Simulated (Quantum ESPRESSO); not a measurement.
# BaTiO3 under changes of volume

One of the cells (12.840 Å³/atom); the others are scaled copies at fixed shape and fractional positions:

```xyz
5
Lattice="2.8274 1.6324 2.3184 -2.8274 1.6324 2.3184 0.0000 -3.2648 2.3184" Properties=species:S:1:pos:R:3 pbc="T T T"
Ba    0.0000    0.0000    0.0000
Ti    0.0000    0.0000    3.3698
O     1.3885   -0.8017    2.3988
O    -1.3885   -0.8017    2.3988
O     0.0000    1.6033    2.3988
```

```yaml
Program: Quantum ESPRESSO 7.5
Functional: PBEsol
Potentials_or_basis: GBRV 1.5 PBEsol
Cutoff: 612 eV
Density_cutoff: 4898 eV
k_mesh: 7 × 7 × 7
Occupations: fermi-dirac, width 0.05 eV
Spin: no spin polarisation
```

```csv
volume (Å³/atom),energy over the lowest point (meV/atom),pressure (GPa),gap on the mesh (eV)
12.070,27.52,12.1,2.60
12.327,11.67,7.5,2.55
12.583,?,?,?
12.840,0.00,-0.2,2.44
13.097,2.82,-3.5,2.39
13.354,10.62,-6.4,2.34
13.611,22.87,-9.0,2.29
```

Q: What does the run at 12.583 Å³/atom give?

A: Energy over the lowest point 2.73 meV/atom; pressure 3.4 GPa; gap on the mesh 2.49 eV.

Worked out: A Birch-Murnaghan fit of order 3 (a polynomial in V^(-2/3)) to the other rows has its minimum at 12.83 Å³/atom with B0 = V·E''(V) = 173 GPa and B' = 4.5 at fixed shape and positions, which overstates the stiffness. It gives 2.76 meV/atom at 12.583 Å³/atom, against the run's 2.73, and -dE/dV = 3.6 GPa, against 3.4. A straight line through the other rows of the gap, of slope -2.59 eV per unit of ln V, gives 2.49 eV, against the run's 2.49.

Energies are extrapolated to zero smearing.

Caveats: spin-orbit coupling is left out, which moves the levels of the heavy elements; an odd mesh through Γ misses points on the zone boundary, where band edges often lie.
